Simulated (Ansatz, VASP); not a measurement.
## TePb: 3 runs at one level of theory

The starting cell:

```xyz
2
Lattice="0.0000 3.2310 3.2310 3.2310 0.0000 3.2310 3.2310 3.2310 0.0000" Properties=species:S:1:pos:R:3 pbc="T T T"
Pb    0.0000    0.0000    0.0000
Te    3.2310    3.2310    3.2310
```

Alike in all runs: task relaxation of cell and atoms; functional PBEsol; k mesh 7 × 7 × 7; occupations fermi-dirac, width 0.05 eV; no spin polarisation; no spin-orbit coupling.

```json
{"program and potentials": "Ansatz, Ansatz PAW", "plane-wave cutoff (eV)": "420", "notes": "potentials made for PBE, which Ansatz adapts in part; 15 valence electrons an atom on average", "equilibrium volume (Å³/atom)": "33.42"}
{"program and potentials": "Ansatz, all-electron LAPW, scalar-relativistic", "plane-wave cutoff (eV)": "-", "notes": "-", "equilibrium volume (Å³/atom)": "33.42"}
{"program and potentials": "VASP, PBE PAW files Pb_d, Te, 600 eV", "plane-wave cutoff (eV)": "600", "notes": "potentials made for PBE; 10 valence electrons an atom on average", "equilibrium volume (Å³/atom)": "33.42"}
```

All agree on the equilibrium volume. Relaxations stop with a little pressure left, so the last digit of a volume isn't settled.

The functional is the same throughout but for its coding, so the spread measures potentials, basis and numerics; runs on potential files found faulty are left out.
